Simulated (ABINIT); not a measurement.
SiO2:

```
CELL_PARAMETERS angstrom
4.97559 0.00000 0.00000
0.00000 4.97559 0.00000
0.00000 0.00000 6.90089
ATOMIC_POSITIONS crystal
Si 0.80325 0.80325 0.50000
Si 0.69675 0.30325 0.25000
Si 0.30325 0.69675 0.75000
Si 0.19675 0.19675 0.00000
O 0.76176 0.11039 0.43204
O 0.88961 0.23824 0.06796
O 0.11039 0.76176 0.56796
O 0.26176 0.38961 0.81796
O 0.23824 0.88961 0.93204
O 0.73824 0.61039 0.31796
O 0.38961 0.26176 0.18204
O 0.61039 0.73824 0.68204
```

The cell comes from a database or a generator and needn't be the stable form of this composition.

- Program: ABINIT 10.8.3 (patched build)
- Task: single point
- Functional: PBE
- Potentials or basis: JTH PAW PBE v2.0
- Cutoff: 626 eV
- k mesh: 6 × 6 × 4
- Occupations: fermi-dirac, width 0.05 eV
- Spin: no spin polarisation

On this cell: pressure 3.0 GPa; largest force 0.145 eV/Å; band gap on the k mesh 5.72 eV, direct.

The same run follows on a disturbed copy (atoms moved at random, drawn with an rms of 0.05 Å):

```
Si O
1.0
     4.97559    0.00000    0.00000
     0.00000    4.97559    0.00000
     0.00000    0.00000    6.90089
Si O
4 8
Cartesian
  4.0339 4.0270 3.4583
  3.4259 1.5145 1.7291
  1.5007 3.4707 5.1790
  0.9710 0.9738 0.0247
  3.8289 0.5474 2.9893
  4.3890 1.1779 0.4556
  0.5949 3.8075 3.8999
  1.3201 1.8621 5.6316
  1.1729 4.3869 6.4250
  3.6245 3.0834 2.2431
  1.9648 1.2837 1.2638
  3.0822 3.7003 4.6900
```

**Question.** What does the disturbed cell give?

**Answer.** The energy moves by +28.9 meV/atom; pressure 1.9 GPa; largest force 3.289 eV/Å; band gap on the k mesh 5.59 eV, direct.

Forces in eV/Å, atoms in the order of the input:
```
Si  -0.005 -0.537  0.261
Si   2.780  0.974  1.463
Si   1.794 -1.553 -0.696
Si  -0.417 -0.832 -0.546
O   -0.227  1.752 -0.800
O    0.544  0.135  0.188
O   -0.021 -0.108 -0.211
O    0.227  1.752 -0.568
O   -0.337  1.149  1.391
O   -0.193 -1.963 -1.583
O   -2.399 -0.301 -0.531
O   -1.746 -0.467  1.632
```

Stress tensor (GPa, compression positive):
```
 2.62 -0.08  1.42
-0.08 -1.01  0.36
 1.42  0.36  4.13
```

Caveats: the atomic spheres overlap.

A k mesh can miss the band edges.
